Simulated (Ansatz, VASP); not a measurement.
# TaInSe3: VASP beside Ansatz, part 3 of 3

Wanted: the spread between two codes on one cell, functional and k mesh. The cell is generated by rule, not measured, and may not be a known phase. The cell is taken from a series of runs on this material, whose earlier steps may have relaxed, scaled, displaced or heated it; both programs get it as it stands.

VASP 6.6.1 and Ansatz 0.2.0.

So far: Set-up; VASP: zone-centre phonons, PBEsol.

The structure was built from a prototype and need not be the compound's stable phase.

### Step 3. Ansatz: zone-centre phonons, PBEsol

Level of this step: Ansatz beside VASP: Kohn-Sham DFT, plane waves, PBEsol (Ansatz).

Ansatz runs on its default PAW (the set named soft_2) files.

The same cell, functional, mesh and smearing now go to Ansatz, which takes its cutoff from its data sets.

File input.yaml:

```yaml
crystal:
  lattice:
    - [5.0325283864, 0.0, 0.0]
    - [0.0, 5.0226599116, 0.0]
    - [0.0, 0.0, 5.0325283864]
  atoms:
    - { symbol: In, position: [0.0, 0.0621627887, 0.0] }
    - { symbol: Ta, position: [0.5, 0.4909979072, 0.5] }
    - { symbol: Se, position: [0.5, 0.4729088227, 0.0] }
    - { symbol: Se, position: [0.5, -0.0171138937, 0.5] }
    - { symbol: Se, position: [0.0, 0.4729088227, 0.5] }
kpoints:
  mp_grid: { grid: [6, 6, 6] }
hamiltonian:
  xc: pbesol
scf:
  occupations: { method: methfessel_paxton, width: 0.15 }
output:
  eigenvalues: true
phonons:
  method: dfpt
```

Started as:

```console
$ ansatz run input.yaml --threads 8 --pin off --max-ram 14336MiB --backend cpu --events-out ev --progress --plain --runs-dir out
```

Numbers of over 12 decimals in the logs are rounded to 6 here.

The log of the run:

```text
zone centre: on kpoints.mp_grid the ground state, and the responses unless they are solved on pairs of k-points, stand on 64 of the mesh's 216 k-points, reduced under 4 symmetry operations, with k and −k counted as one. Each operation leaves every solved displacement unchanged or reverses it
Engine: ansatz 0.2.0, aarch64-unknown-linux-gnu
Pseudopotentials: kind: paw
Pseudopotential: In, paw, valence charge 13, recommended cutoff 420 eV (normal), In.paw.azcp
Pseudopotential: Ta, paw, valence charge 13, recommended cutoff 420 eV (normal), Ta.paw.azcp
Pseudopotential: Se, paw, valence charge 16, recommended cutoff 420 eV (normal), Se.paw.azcp
Functional definition: PBEsol
  exchange = pbesol_x
  correlation = pbesol_c
Crystal: 5 atoms, lattice volume = 127.206 Å³
Basis set: ecut = 420 eV, 2517 PW (Γ), exchange–correlation on 72×72×72 points (8 copies of the dense FFT grid, shifted against one another)
Bands: 45, of which v1, the nominal top of the filled ones, is band 37 counted from 1 (36 counted from 0)
Symmetry: 8 space group operations
k-points: 64 of 216 (irreducible under 4 space group operations, time reversal used)
Non-local potential: In, projectors of the file, l = 0: 2, l = 1: 2, l = 2: 2, l = 3: 2
Non-local potential: Ta, projectors of the file, l = 0: 3, l = 1: 2, l = 2: 2, l = 3: 1
Non-local potential: Se, projectors of the file, l = 0: 2, l = 1: 2, l = 2: 3, l = 3: 1
PAW form: soft (Blöchl's): semilocal exchange-correlation on the pseudo side does not see the compensation charge
PAW frozen core: In, regenerated for the run's functional, and the local potential with it (the file was generated under x = pbe(κ = 0.804, μ = 0.219515), c = pbe(β = 0.066725))
PAW frozen core: Ta, regenerated for the run's functional, and the local potential with it (the file was generated under x = pbe(κ = 0.804, μ = 0.219515), c = pbe(β = 0.066725))
PAW frozen core: Se, regenerated for the run's functional, and the local potential with it (the file was generated under x = pbe(κ = 0.804, μ = 0.219515), c = pbe(β = 0.066725))
PAW one-centre angular grid: In, 590 points (default); XC on 64 Gauss nodes
PAW one-centre angular grid: Ta, 590 points (default); XC on 64 Gauss nodes
PAW one-centre angular grid: Se, 590 points (default); XC on 64 Gauss nodes
Initial density: superposition of atomic densities (neutral atoms: chi_scale 0, normalization atom), corrected by the library's trained network
Initial wavefunctions: pseudopotential atomic-orbital guess
Functional: x = pbesol(κ = 0.804, μ = 0.123457), c = pbesol(β = 0.046)
SCF iter   1: F=—  HF=-31606.310859 eV  |F-HF|=—  |Δ(HF+E_count)|=         —  Δρ=3.87e-3  dr2=3.73e-2  ethr=1.77e-3  ⟨swp⟩=6.7  Hψ=10533  notcnv=0
preconditioner: auto → Resta (q_TF=auto, 2.493 Å⁻¹)  ε∞=4.5  [insulator: Δε(μ)=0.209 eV  Ē_g=10.568 eV  σ=0.150 eV  W_gap=0.88  n_scr=26 (ndim 8)  ℏωp=19.8 eV  f_vac=0.028  D(μ)=0.29/eV (n_scr^D=0)  ε∞_Penn≈4.5]
SCF iter   2: F=—  HF=-31606.303690 eV  |F-HF|=—  |Δ(HF+E_count)|=   7.17e-3  S|Δr|=    0.00e0  Δρ=1.95e-3  dr2=7.86e-3  ethr=5.04e-5  ⟨swp⟩=2.5  Hψ=4636  notcnv=0
SCF iter   3: F=—  HF=-31606.301764 eV  |F-HF|=—  |Δ(HF+E_count)|=   1.93e-3  S|Δr|=    0.00e0  Δρ=6.62e-4  dr2=1.37e-3  ethr=1.06e-5  ⟨swp⟩=2.0  Hψ=3426  notcnv=0
SCF iter   4: F=—  HF=-31606.301547 eV  |F-HF|=—  |Δ(HF+E_count)|=   2.16e-4  S|Δr|=    0.00e0  Δρ=2.43e-4  dr2=1.09e-4  ethr=1.86e-6  ⟨swp⟩=2.0  Hψ=3398  notcnv=0
SCF iter   5: F=—  HF=-31606.301547 eV  |F-HF|=—  |Δ(HF+E_count)|=   7.41e-7  S|Δr|=    0.00e0  Δρ=1.19e-4  dr2=1.75e-5  ethr=1.47e-7  ⟨swp⟩=2.0  Hψ=4504  notcnv=0
SCF iter   6: F=—  HF=-31606.301550 eV  |F-HF|=—  |Δ(HF+E_count)|=   3.77e-6  S|Δr|=    0.00e0  Δρ=2.45e-5  dr2=7.83e-7  ethr=2.36e-8  ⟨swp⟩=2.2  Hψ=4992  notcnv=0
SCF iter   7: F=—  HF=-31606.301550 eV  |F-HF|=—  |Δ(HF+E_count)|=   1.92e-7  S|Δr|=    0.00e0  Δρ=6.08e-6  dr2=6.85e-8  ethr=1.06e-9  ⟨swp⟩=2.0  Hψ=5079  notcnv=0
SCF iter   8: F=—  HF=-31606.301551 eV  |F-HF|=—  |Δ(HF+E_count)|=   1.65e-8  S|Δr|=    0.00e0  Δρ=2.46e-6  dr2=1.28e-8  ethr=9.25e-11  ⟨swp⟩=2.0  Hψ=5066  notcnv=0
SCF iter   9: F=—  HF=-31606.301551 eV  |F-HF|=—  |Δ(HF+E_count)|=  1.86e-10  S|Δr|=    0.00e0  Δρ=9.13e-7  dr2=1.47e-9  ethr=1.73e-11  ⟨swp⟩=2.0  Hψ=4422  notcnv=0
SCF iter  10: F=—  HF=-31606.301551 eV  |F-HF|=—  |Δ(HF+E_count)|=  8.40e-10  S|Δr|=    0.00e0  Δρ=2.94e-7  dr2=1.38e-10  ethr=1.99e-12  ⟨swp⟩=2.0  Hψ=5060  notcnv=0
SCF iter  11: F=—  HF=-31606.301551 eV  |F-HF|=—  |Δ(HF+E_count)|=  3.64e-12  S|Δr|=    0.00e0  Δρ=1.09e-7  dr2=1.67e-11  ethr=1.00e-12  ⟨swp⟩=2.0  Hψ=4761  notcnv=0
SCF iter  12: F=-31606.301551 eV  HF=-31606.301551 eV  |F-HF|=7.28e-12  |Δ(HF+E_count)|=  3.64e-12  S|Δr|=    0.00e0  Δρ=3.87e-8  dr2=2.18e-12  ethr=1.00e-12  ⟨swp⟩=9.7  Hψ=13803  notcnv=0
SCF 1 converged in 12 iterations: F = -31606.301551 eV  dr2 = 2.18e-12
  greatest PAW one-centre occupation: 1.000 electrons in one spin orbital (limit 2), on the Se atom at site 2 (counted from 0), in its partial waves of l = 2
DFPT response loops at Γ: preconditioner auto → Kerker (q_TF=auto, 2.493 Å⁻¹) (partly filled bands, converged f_vac=0.026); β = 1.00, the filter's whole step (`scf.mixing.beta` (0.50) is not read by the response loops under this deck's `scf.mixing.preconditioner`; to damp them name `kerker` or `kerker_dos`, under which they read `scf.mixing.beta`, and type it under 1.00, their step now; both keys bind the ground state too); Broyden in place of MSR1
SCF converged after 12 iterations
Stability not checked: this state was not tested for a lower state beside it, because cold or Methfessel-Paxton smearing, or corrected tetrahedra, fill the levels in a way that the test cannot read (fill_not_monotonic; see scf.lower_state_search)
Free energy (F): -31606.301551 eV
Harris-Foulkes:  -31606.301551 eV  (|F-HF|=7.28e-12)
Internal energy: -31606.307069 eV  (E = F + TS)
E sigma→0 (E₀):  -31606.302930 eV
Entropy (-TS):   0.005518 eV (1.104 meV/atom)
Fermi energy:    9.001453 eV
Step filling:    the computed levels leave a gap of 0.1965 eV = 1.3 smearing widths at the electron count; against every level under it full and every level over it empty, smearing changes F+E_penalty+E_count by +2.016 meV and its σ→0 estimate by +0.636 meV
--- Per-component energies (eV) ---
  E_band       = -1382.641858
  E_kinetic    = 961.248332
  E_local      = -9690.039537  (includes V_loc(G=0)·N_el)
  E_nonlocal   = -1395.137734
  E_hartree    = 4546.658161
  E_xc         = -740.935175
  E_vxc        = -598.057291  (∫ρ·V_xc dr)
  E_paw        = -17953.653728  (= ΣΔE_a)
  E_vpaw       = 246.029710  (= ΣTr[D̂ρ^β])
  E_aug_tail   = -0.001656  (compensation charges beyond the density's cutoff)
  E_ewald      = -7337.920630
  E_core_change = 3.474900  (= ΣΔE_core)
  E_smearing   = 0.005518  (= −TS)
  E_closure    = 0.000000  (closes the sum)
  Σ components = -31606.301551   (vs F -31606.301551, Δ=0.00e0)
--- Band table (eV; the first three rows and the last of 64) ---
  k-point 0: bands = [... 33 lower, 7.7126, 8.0668, 8.0668, 8.2573, 8.3206, 8.5021, 8.5021, 10.6085, ... 4 higher]
  k-point 1: bands = [... 33 lower, 7.5474, 7.6840, 7.9783, 8.2076, 8.4987, 9.2791, 9.3245, 10.6424, ... 4 higher]
  k-point 2: bands = [... 33 lower, 7.2968, 8.0141, 8.0185, 8.4439, 8.5606, 10.3349, 10.3809, 10.6620, ... 4 higher]
  k-point 63: bands = [... 33 lower, 5.7981, 9.1351, 9.2498, 9.2498, 10.6909, 10.7329, 10.7329, 14.2526, ... 4 higher]
--- Phonons (Γ-DFPT): 9 representative perturbations + reference, on 64 of 216 k-points (Σ response iterations 27) ---
  k mesh reduced under 4 symmetry operations, with k and −k counted as one. Each operation leaves every solved displacement unchanged or reverses it
  ASR residual: 1.448e-4 → 0.000e0 eV/Å²; symmetrization residual: 3.348e-5 eV/Å²
  ASR residual per site (eV/Å²): 2.47e-5 1.45e-4 6.26e-5 1.34e-5 6.26e-5
  Γ frequencies (cm⁻¹): -5.27 -5.27 0.00 0.00 0.00 42.45 52.32 57.01 57.01 64.28 64.28 66.39 219.75 219.75 222.78
  non-analytic LO–TO correction: not included (Born effective charges unavailable; polar crystals: no LO–TO splitting at Γ)
```

The column dr2 measures how far the density is from self-consistency, as an energy; F and HF (Harris–Foulkes) agree once it is small.

### Step 4. Differences

Known differences besides the potentials themselves: the data sets hold 74 valence electrons in Ansatz (on its default PAW (the set named soft_2) files) and 42 in VASP; the cutoff is 420 eV in Ansatz and 500 eV in VASP; Ansatz makes its cores anew for this functional, VASP keeps those of its PBE data sets. Total energies have different zeros and are not compared.

Compared:

| quantity | Ansatz | VASP | difference |
| --- | --- | --- | --- |
| optical mode 1 to 2 (imaginary, printed as negative) (cm⁻¹) | -5.3 | 13.5 | -18.7 |
| optical mode 3 (cm⁻¹) | 42.5 | 45.0 | -2.5 |
| optical mode 4 (cm⁻¹) | 52.3 | 51.7 | +1.11 % |
| optical mode 5 to 6 (cm⁻¹) | 57.0 | 55.9 | +1.95 % |
| optical mode 7 to 8 (cm⁻¹) | 64.3 | 63.6 | +1.07 % |
| optical mode 9 (cm⁻¹) | 66.4 | 65.9 | +0.77 % |
| optical mode 10 to 11 (cm⁻¹) | 219.8 | 221.0 | -0.57 % |
| optical mode 12 (cm⁻¹) | 222.8 | 224.2 | -0.64 % |

Modes are paired by rising frequency, not by their patterns, so a pair may set unlike modes beside each other; they are those without the splitting of longitudinal modes.

### Step 5. Summary of results

```json
{"r.m.s. difference of the optical zone-centre modes, each program's sorted by frequency (zone-centre phonons, PBEsol)": "7.7 cm⁻¹", "difference in optical mode 5 to 6 (zone-centre phonons, PBEsol)": "+2.0 %"}
```

The r.m.s. difference of the optical zone-centre modes, each program's sorted by frequency is 7.7 cm⁻¹ (zone-centre phonons, PBEsol). The data sets hold unlike numbers of valence electrons (74 in Ansatz and 42 in VASP), so part of the differences comes from the potentials. Among the rows given in per cent, the largest difference of the zone-centre phonons, PBEsol pair is in optical mode 5 to 6, +2.0 %. What causes the difference of the zone-centre phonons, PBEsol pair stays open here. Such differences can come from data sets, numerical settings and the points named under the comparisons, not from the functional's error against experiment.

[Lines on the potential files, build, host, timing and source positions are cut from VASP's logs without a mark.]

[Logs are printed without paths, hosts, clocks, repeated set-up lines and the standing remarks that a program may print on its own settings, such as how far it seeks lower states.]

[Hosts, paths, dates, database ids (printed as entryN), source tags and the programs' standing remarks are cut or masked in the printed files.]
